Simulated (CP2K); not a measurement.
# W in CP2K: work function with PBE

Aim: the work function of W with PBE.

All numbers are computed with CP2K 2026.2; they aren't measurements. Logs are shortened: lines on timing, memory, paths and dates and some standing lists are left out, and cuts for length are marked.

## Step 1: The cell of the first run

The cell holds a slab with vacuum, 5 atoms: a = 2.871 Å, b = 2.871 Å, c = 24.376 Å, α = 90.00°, β = 90.00°, γ = 120.00°.

## Step 2: Work function, PBE (the (1 1 1) slab of W, cut from the database cell, not relaxed)

w_workfunction.inp

```
&GLOBAL
  PROJECT w_workfunction
  RUN_TYPE ENERGY_FORCE
  PRINT_LEVEL LOW
&END GLOBAL
&FORCE_EVAL
  METHOD QS
  &DFT
    BASIS_SET_FILE_NAME BASIS_MOLOPT_UZH
    POTENTIAL_FILE_NAME POTENTIAL_UZH
    &MGRID
      CUTOFF 450
      REL_CUTOFF 60
      NGRIDS 5
    &END MGRID
    &QS
      METHOD GPW
      EPS_DEFAULT 1.0E-10
    &END QS
    &KPOINTS
      SCHEME MONKHORST-PACK 11 11 1
      GAMMA_CENTERED T
      SYMMETRY T
      SYMMETRY_BACKEND SPGLIB
    &END KPOINTS
    &SCF
      SCF_GUESS ATOMIC
      EPS_SCF 1.0E-6
      MAX_SCF 100
      ADDED_MOS 31
      CHOLESKY OFF
      EPS_EIGVAL 1.0E-7
      &DIAGONALIZATION ON
        ALGORITHM STANDARD
      &END DIAGONALIZATION
      &MIXING ON
        METHOD BROYDEN_MIXING
        ALPHA 0.2
        BETA 1.5
        NBUFFER 8
      &END MIXING
      &SMEAR ON
        METHOD FERMI_DIRAC
        ELECTRONIC_TEMPERATURE 580.23
      &END SMEAR
    &END SCF
    &XC
      &XC_FUNCTIONAL
        &GGA_X_PBE
        &END GGA_X_PBE
        &GGA_C_PBE
        &END GGA_C_PBE
      &END XC_FUNCTIONAL
    &END XC
    &PRINT
      &KPOINTS ON
      &END KPOINTS
      &MULLIKEN ON
      &END MULLIKEN
      &MO ON
        ENERGIES T
        OCCUPATION_NUMBERS T
        &EACH
          QS_SCF 0
        &END EACH
        ADD_LAST NUMERIC
      &END MO
      &LOWDIN ON
      &END LOWDIN
      &HIRSHFELD ON
        SHAPE_FUNCTION DENSITY
      &END HIRSHFELD
      &E_DENSITY_CUBE ON
        STRIDE 1
      &END E_DENSITY_CUBE
      &V_HARTREE_CUBE ON
        STRIDE 1
      &END V_HARTREE_CUBE
      &ELF_CUBE ON
        STRIDE 1
      &END ELF_CUBE
    &END PRINT
  &END DFT
  &SUBSYS
    &CELL
      A 2.8708535316 0.0000000000 0.0000000000
      B -1.4354267658 2.4862320889 0.0000000000
      C 0.0000000000 0.0000000000 24.3761683716
      PERIODIC XYZ
    &END CELL
    &COORD
      SCALED
      W   0.6666666667 0.3333333333 0.3076775597
      W   0.3333333333 0.6666666667 0.4038387799
      W   0.0000000000 0.0000000000 0.5000000000
      W   0.6666666667 0.3333333333 0.5961612201
      W   0.3333333333 0.6666666667 0.6923224403
    &END COORD
    &KIND W
      BASIS_SET TZVP-MOLOPT-PBE-GTH-q14
      POTENTIAL GTH-PBE-q14
    &END KIND
    &PRINT
      &ATOMIC_COORDINATES ON
      &END ATOMIC_COORDINATES
      &CELL ON
      &END CELL
    &END PRINT
  &END SUBSYS
  &PRINT
    &FORCES ON
    &END FORCES
  &END PRINT
&END FORCE_EVAL
```

Potentials or basis: POTENTIAL_UZH W GTH-PBE-q14; TZVP-MOLOPT-PBE-GTH basis.

On the command line:

```console
OMP_NUM_THREADS=1 mpirun -n 2 cp2k.psmp -i w_workfunction.inp -o w_workfunction.out
```

w_workfunction.out:

```text

 CP2K| version string:                                       CP2K version 2026.2
 CP2K| Input file name                                        w_workfunction.inp

 GLOBAL| Force Environment number                                              1
 GLOBAL| Basis set file name                                    BASIS_MOLOPT_UZH
 GLOBAL| Potential file name                                       POTENTIAL_UZH
 GLOBAL| MM Potential file name                                     MM_POTENTIAL
 GLOBAL| Coordinate file name                                      __STD_INPUT__
 GLOBAL| Method name                                                        CP2K
 GLOBAL| Project name                                             w_workfunction
 GLOBAL| Run type                                                   ENERGY_FORCE
 GLOBAL| FFT library                                                       FFTW3
 GLOBAL| Diagonalization library                                       ScaLAPACK
 GLOBAL| Cholesky decomposition library                                ScaLAPACK
 GLOBAL| DGEMM library                                                      BLAS
 GLOBAL| Direct generalized diagonalization requested                          F
 GLOBAL| Matrix multiplication library                                 ScaLAPACK
 GLOBAL| Global print level                                                  LOW
 GLOBAL| Total number of message passing processes                             2
 GLOBAL| Number of threads for this process                                    1
 GLOBAL| CPU model name                                                  UNKNOWN

 CELL| Volume [angstrom^3]:                                           173.987539
 CELL| Vector a [angstrom]:       2.871     0.000     0.000   |a| =     2.870854
 CELL| Vector b [angstrom]:      -1.435     2.486     0.000   |b| =     2.870854
 CELL| Vector c [angstrom]:       0.000     0.000    24.376   |c| =    24.376168
 CELL| Angle (b,c), alpha [degree]:                                    90.000000
 CELL| Angle (a,c), beta  [degree]:                                    90.000000
 CELL| Angle (a,b), gamma [degree]:                                   120.000000
 CELL| Numerically orthorhombic:                                              NO
 CELL| Periodicity                                                           XYZ

 CELL_REF| Volume [angstrom^3]:                                       173.987539
 CELL_REF| Vector a [angstrom     2.871     0.000     0.000   |a| =     2.870854
 CELL_REF| Vector b [angstrom    -1.435     2.486     0.000   |b| =     2.870854
 CELL_REF| Vector c [angstrom     0.000     0.000    24.376   |c| =    24.376168
 CELL_REF| Angle (b,c), alpha [degree]:                                90.000000
 CELL_REF| Angle (a,c), beta  [degree]:                                90.000000
 CELL_REF| Angle (a,b), gamma [degree]:                               120.000000
 CELL_REF| Numerically orthorhombic:                                          NO
 CELL_REF| Periodicity                                                       XYZ
[... 9 lines left out ...]
 TOTAL NUMBERS AND MAXIMUM NUMBERS

  Total number of            - Atomic kinds:                                   1
                             - Atoms:                                          5
                             - Shell sets:                                     5
                             - Shells:                                        55
                             - Primitive Cartesian functions:                 30
                             - Cartesian basis functions:                    205
                             - Spherical basis functions:                    175

  Maximum angular momentum of- Orbital basis functions:                        3
                             - Local part of the GTH pseudopotential:          2
                             - Non-local part of the GTH pseudopotential:      4

 MODULE QUICKSTEP: ATOMIC COORDINATES IN ANGSTROM

   Atom Kind Element         X             Y             Z       Z(eff)     Mass
      1    1 W    74      1.435427      0.828744      7.500000  14.0000 183.8400
      2    1 W    74     -0.000000      1.657488      9.844042  14.0000 183.8400
      3    1 W    74      0.000000      0.000000     12.188084  14.0000 183.8400
      4    1 W    74      1.435427      0.828744     14.532126  14.0000 183.8400
      5    1 W    74     -0.000000      1.657488     16.876168  14.0000 183.8400

 SCF PARAMETERS         Density guess:                                    ATOMIC
                        --------------------------------------------------------
                        max_scf:                                             100
[... 7 lines left out ...]
                        --------------------------------------------------------
                        level_shift [a.u.]:                             0.000000
[... 39 lines left out ...]
 BRILLOUIN|    15           0.04959       -0.09091        0.00000        0.00000
 BRILLOUIN|    16           0.00826        0.00000        0.00000        0.00000
 *******************************************************************************

 Extrapolation method: initial_guess

 Number of electrons:                                                         70
 Number of occupied orbitals:                                                 35
 Number of molecular orbitals:                                                66

 Number of orbital functions:                                                175
 Number of independent orbital functions:                                    175

 SCF WAVEFUNCTION OPTIMIZATION

  Step     Update method      Time    Convergence         Total energy    Change
  ------------------------------------------------------------------------------
     1 NoMix/Diag. 0.20E+00    2.9     1.75195196      -342.4589197831 -3.42E+02
     2 Broy./Diag. 0.20E+00    3.7     0.10527439      -343.2412095497 -7.82E-01
     3 Broy./Diag. 0.20E+00    3.6     0.03083331      -343.0531248716  1.88E-01
     4 Broy./Diag. 0.20E+00    3.6     0.15325137      -341.4693460477  1.58E+00
     5 Broy./Diag. 0.20E+00    3.7     0.00523060      -340.5225586103  9.47E-01
     6 Broy./Diag. 0.20E+00    3.6     0.01632247      -340.5116935959  1.09E-02
     7 Broy./Diag. 0.20E+00    3.6     0.00986801      -340.5239088733 -1.22E-02
     8 Broy./Diag. 0.20E+00    3.7     0.00417122      -340.5533506081 -2.94E-02
     9 Broy./Diag. 0.20E+00    3.7     0.00694367      -340.5657950948 -1.24E-02
    10 Broy./Diag. 0.20E+00    3.6     0.00341273      -340.5770528721 -1.13E-02
    11 Broy./Diag. 0.20E+00    3.7     0.00159320      -340.5786590803 -1.61E-03
[... 12 lines left out ...]
    24 Broy./Diag. 0.20E+00    3.7     0.00002213      -340.5794997714 -2.05E-04
    25 Broy./Diag. 0.20E+00    3.7     0.00003709      -340.5796025012 -1.03E-04
    26 Broy./Diag. 0.20E+00    3.7     0.00003075      -340.5794397847  1.63E-04
    27 Broy./Diag. 0.20E+00    3.6     0.00000706      -340.5792800795  1.60E-04
    28 Broy./Diag. 0.20E+00    3.7     0.00000185      -340.5792707914  9.29E-06
    29 Broy./Diag. 0.20E+00    3.7     0.00000356      -340.5793197528 -4.90E-05
    30 Broy./Diag. 0.20E+00    3.6     0.00000899      -340.5793562000 -3.64E-05
    31 Broy./Diag. 0.20E+00    3.7     0.00000458      -340.5793630997 -6.90E-06
    32 Broy./Diag. 0.20E+00    3.7     0.00000185      -340.5793611760  1.92E-06
    33 Broy./Diag. 0.20E+00    3.7     0.00000090      -340.5793552646  5.91E-06

  *** SCF run converged in    33 steps ***

  Electronic density on regular grids:        -69.9999999997        0.0000000003
  Core density on regular grids:               69.9999999930       -0.0000000070
  Total charge density on r-space grids:       -0.0000000067
  Total charge density g-space grids:          -0.0000000067

  Overlap energy of the core charge distribution:               0.00000000121996
  Self energy of the core charge distribution:               -511.63912201688754
  Core Hamiltonian energy:                                    110.28070815808739
  Hartree energy:                                              99.03162095105441
  Exchange-correlation energy:                                -38.25050342254858
  Electronic entropic energy:                                  -0.00205893533232
  Fermi energy:                                                 0.16849654589365

  Total energy:                                              -340.57935526463558
  Total energy (extrapolated to T->0):                       -340.57832579696941

 MO| EIGENVALUES AND OCCUPATION NUMBERS FOR K POINT 1
 MO|
 MO|  Index      Eigenvalue [a.u.]        Eigenvalue [eV]             Occupation
 MO|      1              -2.534313             -68.962168               2.000000
 MO|      2              -2.534313             -68.962164               2.000000
 MO|      3              -2.531686             -68.890693               2.000000
 MO|      4              -2.531644             -68.889533               2.000000
 MO|      5              -2.528131             -68.793944               2.000000
 MO|      6              -1.249965             -34.013290               2.000000
[... 562 lines left out ...]
 MO|     65               0.752814              20.485115               0.000000
 MO|     66               0.780390              21.235487               0.000000
 MO| Sum:                                                              68.579659
 MO| E(Fermi):            0.168497 a.u.          4.585024 eV

 The electron density is written in Cube    file format to the file:

 w_workfunction-ELECTRON_DENSITY-1_0.cube

 !-----------------------------------------------------------------------------!
                     Mulliken Population Analysis

 #  Atom  Element  Kind  Atomic population                           Net charge
       1     W        1         14.120491                             -0.120491
       2     W        1         13.902483                              0.097517
       3     W        1         13.954043                              0.045957
       4     W        1         13.902489                              0.097511
       5     W        1         14.120495                             -0.120495
 # Total charge                             70.000000                  0.000000

 !-----------------------------------------------------------------------------!

 !-----------------------------------------------------------------------------!
                           Hirshfeld Charges

  #Atom  Element  Kind  Ref Charge     Population                    Net charge
      1       W      1      14.000         14.003                        -0.003
      2       W      1      14.000         13.996                         0.004
      3       W      1      14.000         14.003                        -0.003
      4       W      1      14.000         13.996                         0.004
      5       W      1      14.000         14.003                        -0.003

  Total Charge                                                           -0.000
 !-----------------------------------------------------------------------------!

 LOWDIN POPULATION ANALYSIS

 #  Atom  Element  Kind  Atomic population                           Net charge
       1     W        1         13.909572                              0.090428
       2     W        1         14.084577                             -0.084577
       3     W        1         14.011699                             -0.011699
       4     W        1         14.084578                             -0.084578
       5     W        1         13.909574                              0.090426
 # Total charge                             70.000000                  0.000000

               ----- ELF is computed on the real space grid -----

 ELF is written in Cube    file format to the file:

 w_workfunction-ELF_S1-1_0.cube

 ENERGY| Total FORCE_EVAL ( QS ) energy [hartree]           -340.579348260111090

 FORCES| Atomic forces [hartree/bohr]
 FORCES|   Atom     x               y               z               |f|
 FORCES|      1 -3.18997577E-09  1.95260711E-09  1.97576993E-03   1.97576993E-03
 FORCES|      2  1.06453977E-09 -9.73951769E-09  3.76195856E-03   3.76195856E-03
 FORCES|      3  9.43077080E-11 -1.28176450E-10 -2.92004117E-07   2.92004160E-07
 FORCES|      4 -9.67328893E-10  9.63430086E-09 -3.76228139E-03   3.76228139E-03
 FORCES|      5  2.99860110E-09 -1.71896728E-09 -1.97515510E-03   1.97515510E-03
 FORCES| Sum     1.43916894E-13  2.46547067E-13  4.14739423E-13
 FORCES| Total atomic force                                       5.03494109E-13
```

It took 2.4 min on 2 MPI ranks of Arm Neoverse V1, shared host.

Results:

| Item | Value |
| --- | --- |
| Free energy | -9267.6354 eV |
| Largest force | 0.193 eV/Å |
| Band gap on the k mesh | none (metal or under the smearing width) |
| Work function | 4.97 eV |
| Work function of the upper face | 4.97 eV |
| Work function of the lower face | 4.97 eV |

Forces on the atoms (eV/Å):
```
W    0.000  0.000  0.102
W    0.000  0.000  0.193
W    0.000  0.000  0.000
W    0.000  0.000 -0.193
W    0.000  0.000 -0.102
```

Caveat: the basis of atomic orbitals isn't converged, which shifts pressures, moduli and gaps. Spin-orbit coupling is left out, which matters for the levels of W.
